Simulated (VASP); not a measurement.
A run of VASP 6.6.1 is set up as follows.

File INCAR:

```
PREC = Accurate
ENCUT = 520
EDIFF = 1E-6
ISMEAR = 0
SIGMA = 0.1
LREAL = False
LASPH = True
NELM = 100
ALGO = Normal
ISIF = 2
LWAVE = False
LCHARG = False
METAGGA = R2SCAN
LMIXTAU = True
```

KPOINTS

```
Automatic mesh
0
Gamma
  16 16 16
```

The input POSCAR:

```
Hf
1.0
    0.0000000000      2.2063400000      2.2063400000
    2.2063400000      0.0000000000      2.2063400000
    2.2063400000      2.2063400000      0.0000000000
Hf
1
Direct
    0.0000000000      0.0000000000      0.0000000000
```

Potentials or basis: VASP PAW PBE potentials, release 64 (Hf_pv).

Launch:

```console
$ cat potpaw_PBE.64/Hf_pv/POTCAR > POTCAR
$ mpirun -np 1 vasp_std > vasp.out
```

Q: Predict the band gap on the k mesh.

A: None (metal or under the smearing width).

Q: What does it give for the pressure?

A: 4.4 GPa.

Caveat: the PAW data sets were made with another functional, which shifts forces and pressure a little. The run has no spin-orbit coupling, so splittings on Hf are missing.
